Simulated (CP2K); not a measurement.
Pt: equation of state with r2SCAN

Crystal: Pt.

```xyz
1
Lattice="2.7439 0.0000 0.0000 -0.9146 2.5870 0.0000 -0.9146 -1.2935 2.2404" Properties=species:S:1:pos:R:3 pbc="T T T"
Pt    0.0000    0.0000    0.0000
```

This isn't the form of Pt at room conditions, which is fcc.

```
Program                             : CP2K 2026.2
Task                                : equation of state
Functional                          : r2SCAN
Potentials or basis                 : POTENTIAL_UZH Pt GTH-SCAN-q18; TZVP-MOLOPT-SCAN-GTH basis
Density cutoff                      : 9184 eV
k mesh                              : 12 × 12 × 12
Occupations                         : fermi-dirac, width 0.01 eV
Spin                                : no spin polarisation
SCF solver                          : diagonalisation with k points
Quickstep method                    : GPW
EPS_DEFAULT                         : 1.0E-9
EPS_SCF                             : 1.0E-6
MAX_SCF                             : 100
SCF_GUESS                           : ATOMIC
k points reduced by the point group : yes
Mesh centred on Gamma               : yes
CHOLESKY                            : OFF
EPS_EIGVAL                          : 1.0E-7
MIXING METHOD                       : BROYDEN_MIXING
MIXING ALPHA                        : 0.4
NBUFFER                             : 8
NGRIDS                              : 5
Basis sets                          : Pt TZVP-MOLOPT-SCAN-GTH-q18
Potentials                          : Pt GTH-SCAN-q18 of POTENTIAL_UZH
ADDED_MOS                           : [11]
REL_CUTOFF (Ry)                     : 60 Ry
MIXING BETA (1/bohr)                : 1.5 1/bohr
CUTOFF of the grids                 : 675 Ry
```

| Quantity | Value |
| --- | --- |
| Equilibrium volume | 15.65 Å³/atom |
| Bulk modulus | 258 GPa |
| Pressure derivative of the bulk modulus | 5.3 |

Energy against volume, from the lowest point:
| volume (Å³/atom) | energy (meV/atom) |
| --- | --- |
| 14.950 | 27.33 |
| 15.268 | 7.60 |
| 15.586 | 0.00 |
| 15.904 | 3.07 |
| 16.222 | 15.53 |
| 16.540 | 36.23 |
| 16.858 | 64.15 |

All runs of the series together: 21 min on 1 thread of AMD EPYC 7R43 64-Core Processor (Zen 3), on a shared host.

Caveat: the basis of atomic orbitals isn't converged, which shifts pressures, moduli and gaps. The run has no spin-orbit coupling, so splittings on Pt are missing.
